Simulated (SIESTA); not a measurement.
Runs of SIESTA 5.4.2 on Nb. The structure is cubic, space group Im-3m (No. 229). The conventional cell has a = 3.328 Å, b = 3.328 Å, c = 3.328 Å, α = 90.00°, β = 90.00°, γ = 90.00°. Nb (site symmetry m-3m) is surrounded by 8 Nb at 2.88 Å. 

```tsv
task	level	potentials or basis	spin	U	fixed moment (μB)	cell	k mesh	broadening (eV)	window from (eV)	window to (eV)	energy points	k mesh for the DOS	grid cutoff	energy shift	other keys	gap on the mesh (eV)	pressure (GPa)	moment (μB)	relaxed volume (Å³/atom)
density of states	B86bPBE	PseudoDojo 0.4 standard (PBE files), TZP (energy shift 0.002 Ry; radii capped at 9.5 bohr)	non-collinear, ferromagnetic start	-	-	volume scaled by 1.25	8 × 8 × 8	0.05 eV	-10 eV	5 eV	301	12 × 12 × 12	800 Ry	0.002 Ry	-	none	-25.8	0.00	-
relaxation of cell and atoms	PBEGcGxLO	PseudoDojo 0.4 standard (PBEsol files, fully relativistic), TZP (energy shift 0.005 Ry)	non-collinear, ferromagnetic start, SOC	-	-	relaxed from: cell strained at random at fixed volume	8 × 8 × 8	-	-	-	-	-	350 Ry	0.005 Ry	mesh = 350; pp_xc = pbesol	none	0.0	0.00	17.45
relaxation of cell and atoms	PBEGcGxHEG	SG15 1.2 (PBE files) or PseudoDojo by element, TZDP (energy shift 0.002 Ry)	off	-	-	relaxed	8 × 8 × 8	-	-	-	-	-	800 Ry	0.002 Ry	-	none	0.0	-	(a)
relaxation of cell and atoms	vdW-DF	PseudoDojo 0.5 standard (PBE files), DZP (energy shift 0.002 Ry; radii capped at 9.5 bohr)	collinear, ferromagnetic start	-	0.0	relaxed	8 × 8 × 8	-	-	-	-	-	800 Ry	0.002 Ry	-	-	0.0	0.00	18.72
band structure	SVWN5+U	SPMS 1.0 (PBE files) or PseudoDojo by element, TZP (energy shift 0.002 Ry)	off	Nb d U = 6.2 eV	-	cell strained at random at fixed volume	11 × 11 × 11	-	-	-	-	-	800 Ry	0.002 Ry	-	none	2.9	-	-
```

Alike in all rows: smearing fermi-dirac 0.05 eV.

Q: Fill in the values left out.

A: (a) 17.61.

Caveats: semicore shells carry a single zeta, which can move pressures by several GPa and volumes by a few percent; the potentials were made for another functional, which shifts forces and pressure; the basis of atomic orbitals isn't converged, which shifts pressures, moduli and gaps; the total moment is fixed, so each spin has its own Fermi level (some runs); U without spin polarisation on a metal has little footing (some runs); the U is typed as a test and isn't derived for this compound (some runs).

A k mesh can miss the band edges, and rows without SOC leave out spin-orbit coupling on Nb.

A gap of «none» marks a metal or a gap under the smearing width.

Runs at the PBE level aren't shown here.
